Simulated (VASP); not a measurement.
SnO in VASP 6.6.1, single-point calculation

INCAR

```
IVDW = 11
LREAL = .FALSE.
ISIF = 2
NELECT = 21
ENCUT = 520
LASPH = .TRUE.
GGA = PE
LWAVE = .FALSE.
PREC = Accurate
ISMEAR = -1
NELM = 64
SIGMA = 0.02
NBANDS = 17
LCHARG = .FALSE.
NSW = 0
EDIFF = 1E-7
IBRION = -1
```

KPOINTS

```
KPOINTS created by Atomic Simulation Environment
0
Gamma
8 8 8
0 0 0
```

POSCAR

```
Sn O
 1.0000000000000000
     0.0000000000000000    2.5910107872000001    2.5369732568000001
     2.5910107872000001    0.0000000000000000    2.5369732568000001
     2.5910107872000001    2.5910107872000001    0.0000000000000000
 Sn  O
   1   1
Cartesian
  0.0000000000000000  0.0000000000000000  0.0000000000000000
  2.5910107871999997  2.5910107871999997  2.5369732568000001
```

The recommended PBE PAW datasets give the neutral cell 20 valence electrons.

Command

```
mpirun -np 1 vasp_std
```

OSZICAR

```
N       E                     dE             d eps       ncg     rms          rms(c)
DAV:   1     0.167943939434E+03    0.16794E+03   -0.10677E+04  2048   0.181E+03
DAV:   2     0.105618201879E+02   -0.15738E+03   -0.15088E+03  2247   0.402E+02
DAV:   3    -0.392528471330E+01   -0.14487E+02   -0.14395E+02  2301   0.110E+02
DAV:   4    -0.424044294693E+01   -0.31516E+00   -0.31484E+00  2490   0.170E+01
DAV:   5    -0.424789387777E+01   -0.74509E-02   -0.74503E-02  2678   0.253E+00    0.937E+00
DAV:   6    -0.233651119781E+01    0.19114E+01   -0.16481E+01  2401   0.443E+01    0.538E+00
DAV:   7    -0.201357365218E+01    0.32294E+00   -0.24456E+00  2368   0.913E+00    0.140E+00
DAV:   8    -0.199641637546E+01    0.17157E-01   -0.16441E-01  2203   0.275E+00    0.372E-01
DAV:   9    -0.199153848084E+01    0.48779E-02   -0.15366E-02  3472   0.949E-01    0.880E-02
DAV:  10    -0.199166743448E+01   -0.12895E-03   -0.17749E-03  2852   0.420E-01    0.603E-02
DAV:  11    -0.199162720526E+01    0.40229E-04   -0.21816E-04  2585   0.960E-02    0.131E-02
DAV:  12    -0.199162346597E+01    0.37393E-05   -0.41213E-05  2256   0.595E-02    0.909E-03
DAV:  13    -0.199162276944E+01    0.69653E-06   -0.89922E-07  2346   0.771E-03    0.781E-03
DAV:  14    -0.199162185698E+01    0.91247E-06   -0.69595E-07  2231   0.653E-03    0.262E-03
DAV:  15    -0.199162194264E+01   -0.85668E-07   -0.35244E-07  1991   0.432E-03
   1 F= -.22499081E+01 E0= -.22491753E+01  d E =-.146561E-02
```

Standard output (part)

```
POSCAR found type information on POSCAR SnO
 POSCAR found :  2 types and       2 ions
 LDA part: xc-table for (Slater+PW92), standard interpolation
 POSCAR, INCAR and KPOINTS ok, starting setup
 WAVECAR not read
 entering main loop
 the old and the new charge density differ
    0.937E+00
```

From OUTCAR

```
k-points           NKPTS =     59   k-points in BZ     NKDIM =     59   number of bands    NBANDS=     17

   NELECT =      21.0000    total number of electrons

   dimension x,y,z NGX =    28 NGY =   28 NGZ =   28
   dimension x,y,z NGXF=    56 NGYF=   56 NGZF=   56

  energy-cutoff  :      520.00
  volume of cell :       34.06
      direct lattice vectors                 reciprocal lattice vectors
     0.000000000  2.591010787  2.536973257    -0.192974882  0.192974882  0.197085247
     2.591010787  0.000000000  2.536973257     0.192974882 -0.192974882  0.197085247
     2.591010787  2.591010787  0.000000000     0.192974882  0.192974882 -0.197085247

 k-points in reciprocal lattice and weights: KPOINTS created by Atomic Simulation Env
   0.00000000  0.00000000  0.00000000       0.002
   0.12500000  0.00000000  0.00000000       0.016
   0.25000000  0.00000000  0.00000000       0.016
   0.37500000  0.00000000  0.00000000       0.016
   0.50000000  0.00000000  0.00000000       0.008
   0.12500000  0.12500000  0.00000000       0.004
   0.25000000  0.12500000  0.00000000       0.016
   0.37500000  0.12500000  0.00000000       0.016
   ...

 E-fermi :   9.2180

 k-point     1 :       0.0000    0.0000    0.0000
  band No.  band energies     occupation
      1     -14.1793      2.00000
      2     -14.1793      2.00000
      3     -14.1632      2.00000
      4     -14.1172      2.00000
      5     -14.1140      2.00000
      6     -11.1319      2.00000
      7       0.3047      2.00000
      8       4.0692      2.00000
      9       4.2191      2.00000
     10       4.2191      2.00000
     11      14.3054      0.00000
     12      14.3054      0.00000
     13      14.7619      0.00000
     14      16.6566      0.00000
     15      16.6566      0.00000
     16      16.7728      0.00000
     17      16.8118      0.00000

 k-point     2 :       0.1250    0.0000    0.0000
  band No.  band energies     occupation
      1     -14.1767      2.00000
      2     -14.1731      2.00000
      3     -14.1592      2.00000
      4     -14.1192      2.00000
      5     -14.1149      2.00000
      6     -11.0489      2.00000
      7       0.0306      2.00000
      8       4.1400      2.00000
      9       4.2327      2.00000
     10       4.5033      2.00000
     11      12.5747      0.00000
     12      13.5304      0.00000
     13      13.8548      0.00000
     14      15.7811      0.00000
     15      17.2638      0.00000
     16      17.3256      0.00000
     17      19.5713      0.00000

 k-point     3 :       0.2500    0.0000    0.0000
  band No.  band energies     occupation
      1     -14.1736      2.00000
      2     -14.1656      2.00000
      3     -14.1562      2.00000
      4     -14.1149      2.00000
      5     -14.1093      2.00000
      6     -10.8390      2.00000
      7      -0.5243      2.00000
      8       4.2264      2.00000
      9       4.2728      2.00000
     10       5.1762      2.00000
     11      10.2013      0.00000
     12      12.2849      0.00000
     13      12.5898      0.00000
     14      15.6223      0.00000
     15      18.4099      0.00000
     16      18.4549      0.00000
     17      21.6862      0.00000

 ...

  Total      13.41719    13.41719    13.54209     0.00000     0.00000     0.00000
  in kB     631.08493   631.08493   636.95972     0.00000     0.00000     0.00000
  external pressure =      633.04 kB  Pullay stress =        0.00 kB

 POSITION                                       TOTAL-FORCE (eV/Angst)
 -----------------------------------------------------------------------------------
      0.00000      0.00000      0.00000         0.000000     -0.000000      0.000000
      2.59101      2.59101      2.53697        -0.000000      0.000000      0.000000
 -----------------------------------------------------------------------------------
    total drift:                                0.000000      0.000000      0.000000

  FREE ENERGIE OF THE ION-ELECTRON SYSTEM (eV)
  ---------------------------------------------------
  free  energy   TOTEN  =        -2.2499081176 eV

  energy  without entropy=       -2.2484425042  energy(sigma->0) =       -2.24917531
```

It converged. Results: pressure 63.3 GPa.

The cell is charged and sits in a uniform background.

For comparison, a separate PBE run of the intended cell, on usual settings and not on those above, gives a gap of 0.84 eV on its mesh and a pressure of -1.5 GPa.

The run above took about 46 s on one core of a shared host (Intel Xeon Platinum 8488C) and held 0.18 GiB at most.
